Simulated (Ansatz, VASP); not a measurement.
# One calculation of MoS2, two programs

The input INCAR:

```
SYSTEM = MoS2
ALGO = Normal ; EDIFF = 1E-6
ENCUT = 520 ; GGA = PE
ISIF = 2 ; ISMEAR = -1
LASPH = .TRUE. ; LCHARG = .FALSE.
LREAL = .FALSE. ; LWAVE = .FALSE.
NBANDS = 20 ; NELM = 100
PREC = Accurate ; SIGMA = 0.05
```

Contents of KPOINTS:

```
k-points
0
G
  10 10 2
  0 0 0
```

POSCAR

```
MoS2
1.0
    3.1191256785      0.0000000000      0.0000000000
   -1.5595628393      2.7012420752      0.0000000000
    0.0000000000      0.0000000000     16.9807333112
Mo S
1 2
Direct
    0.0000000000      0.0000000000      0.0000000000
    0.3333333333      0.6666666667      0.9105070200
    0.3333333333      0.6666666667      0.0894929800
```

input.yaml

```yaml
crystal:
  lattice:
    - [3.1191256785, 0.0, 0.0]
    - [-1.5595628393, 2.7012420752, 0.0]
    - [0.0, 0.0, 16.9807333112]
  atoms:
    - { symbol: Mo, position: [0.0, 0.0, 0.0] }
    - { symbol: S, position: [0.3333333333, 0.6666666667, 0.91050702] }
    - { symbol: S, position: [0.3333333333, 0.6666666667, 0.08949298] }
kpoints:
  mp_grid: { grid: [10, 10, 2] }
scf:
  occupations: { method: fermi_dirac, width: 0.05 }
hamiltonian:
  xc: pbe
  pseudopotentials: { kind: all_electron, lapw: { basis_error: 0.001 } }
output:
  forces: true
  stress: true
  eigenvalues: true
```

Change from the starting cell: volume scaled by 0.94.

Alike in both runs: task single point; functional PBE; k mesh 10 × 10 × 2; occupations fermi-dirac, width 0.05 eV; no spin polarisation.

|  | VASP | Ansatz |
| --- | --- | --- |
| version | VASP 6.6.1 | Ansatz 0.2.0 |
| potentials or method | VASP PAW PBE potentials, release 64 (Mo_sv, S) | all-electron LAPW, scalar-relativistic |
| plane-wave cutoff (eV) | 520 | see its input |

Ansatz gave:

- gap on the k mesh at the Fermi level (eV): 1.91
- least direct gap on the mesh (eV): 2.10
- rms of the force components (eV/Å): 0.635

**Question.** What did VASP give for the same quantities?

**Answer.** gap on the k mesh at the Fermi level (eV): 1.92; least direct gap on the mesh (eV): 2.10; rms of the force components (eV/Å): 0.626.

Atom by atom the forces differ by 0.009 eV/Å (rms over components). Ansatz ran all-electron here, so the differences hold the error of VASP's frozen core and of both bases.
